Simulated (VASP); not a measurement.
TePb: equation of state with PBE

Crystal: TePb.

```
Pb Te
1.0
     0.00000    3.23100    3.23100
     3.23100    0.00000    3.23100
     3.23100    3.23100    0.00000
Pb Te
1 1
Direct
  0.00000 0.00000 0.00000
  0.50000 0.50000 0.50000
```

```yaml
Program: VASP 6.6.1
Task: equation of state
Functional: PBE
Potentials_or_basis: VASP PAW PBE potentials, release 64 (Pb_d, Te)
Cutoff: 520 eV
k_mesh: 7 × 7 × 7
Occupations: fermi-dirac, width 0.05 eV
Spin: no spin polarisation
Further_INCAR_settings: ALGO = Normal; EDIFF = 1e-07; NBANDS = 17
```

- Equilibrium volume: 35.43 Å³/atom
- Bulk modulus: 39 GPa
- Pressure derivative of the bulk modulus: 4.5

Energy against volume, from the lowest point:
| volume (Å³/atom) | energy (meV/atom) |
| --- | --- |
| 31.706 | 57.21 |
| 32.380 | 36.76 |
| 33.055 | 21.31 |
| 33.730 | 10.33 |
| 34.404 | 3.38 |
| 35.079 | 0.05 |
| 35.753 | 0.00 |

All runs of the series together: 2.2 min on 1 thread of AMD EPYC 9R45 (Zen 5) (shared host).

 Zero-point motion and thermal expansion aren't in these numbers.
